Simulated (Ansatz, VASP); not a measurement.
**One calculation of AlNi, two programs**

```xyz
2
Lattice="0.0000 2.4007 2.4007 2.4007 0.0000 2.4007 2.4007 2.4007 0.0000" Properties=species:S:1:pos:R:3 pbc="T T T"
Ni    0.0000    0.0000    0.0000
Al    2.4007    2.4007    2.4007
```

Alike in both runs: functional PBEsol; k mesh 14 × 14 × 14; occupations fermi-dirac, width 0.08 eV; no spin polarisation.

Ansatz relaxed the structure, and its values are those at the end. VASP's run is a single point on that final structure, the one shown.

```csv
,VASP,Ansatz
version,VASP 6.6.1,Ansatz 0.2.0
potentials or method,"VASP PAW PBE potentials, release 64 (Ni, Al)","PAW with Ansatz's default frozen-core files, scalar-relativistic"
plane-wave cutoff (eV),520,420
valence electrons in the cell,13,21
```

Ansatz gave:

```
pressure (GPa) : 0.0
```

**Question.** Estimate VASP's values.

**Answer.** Pressure (GPa): 0.1.

The functional is the same, so the differences come from potentials, cutoffs and numerics. The two sets of potentials don't hold the same shells in valence.

Caveats: the PAW data sets were made with another functional, which shifts forces and pressure a little (VASP). Spin polarisation is off, so any magnetic state and its effect on volume and gap are missing.
